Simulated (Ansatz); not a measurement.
A run of Ansatz 0.2.0:

Contents of input.yaml:

```yaml
crystal:
  lattice:
    - [3.085, 0.0, 0.0]
    - [-1.5425, 2.6716883707, 0.0]
    - [0.0, 0.0, 3.523]
  atoms:
    - { symbol: Mg, position: [0.0, 0.0, 0.0] }
    - { symbol: B, position: [0.6666666667, 0.3333333333, 0.5] }
    - { symbol: B, position: [0.3333333333, 0.6666666667, 0.5] }
kpoints:
  mp_grid: { grid: [10, 10, 8] }
scf:
  occupations: { method: fermi_dirac, width: 0.05 }
hamiltonian:
  xc: pbe
  pseudopotentials: { kind: all_electron, datasets: crystal }
output:
  forces: true
  stress: true
  eigenvalues: true
  efg: {}
  elf: true
  volumetric_format: npy
```

Potentials or basis: all-electron PAW datasets made for the crystal.

The run is started by

```bash
$ ansatz run input.yaml --threads 2 --pin off --max-ram 6144MiB --backend cpu --events-out ev --progress --plain --runs-dir out
```

Hardware: 2 threads of Arm Neoverse V2, on a shared host.

How long does it take, and how much memory?

Run time: 2.2 s on 2 threads of Arm Neoverse V2, with other jobs on the host, peak memory 0.39 GiB. Counts: scf iterations 7, plane waves 365, k points 70, bands 8.
